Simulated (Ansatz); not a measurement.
Zn:

```
Zn
1.0
     0.00000    1.96478    1.96478
     1.96478    0.00000    1.96478
     1.96478    1.96478    0.00000
Zn
1
Cartesian
  0.0000 0.0000 0.0000
```

This isn't the form of Zn at room conditions, which is hcp.

```yaml
Program: Ansatz 0.2.0
Task: single point
Functional: PBEsol
Potentials_or_basis: Ansatz PAW
Cutoff: "420 eV (not typed: the program's choice for these potentials)"
k_mesh: 12 × 12 × 12
Occupations: fermi-dirac, width 0.05 eV
Spin: no spin polarisation
```

On this cell: pressure -5.2 GPa; band gap on the k mesh none (metal or under the smearing width).

The same run follows on a disturbed copy (cell strained at random at fixed volume):

```
Zn
1.0
     0.00399    2.00457    1.96702
     1.95665   -0.00432    1.97532
     1.92741    1.98363    0.02492
Zn
1
Cartesian
  0.0418 -0.0358 -0.0315
```

**Question.** What does the disturbed cell give?

**Answer.** The energy (extrapolated to zero smearing) moves by -0.1 meV/atom; pressure -5.1 GPa; band gap on the k mesh none (metal or under the smearing width).

Stress tensor (GPa, compression positive):
```
-4.93 -0.70  0.63
-0.70 -5.64  0.49
 0.63  0.49 -4.58
```

Caveats: the PAW data sets come from PBE, with cores solved anew for the run's functional, which leaves a small shift of forces and pressure.
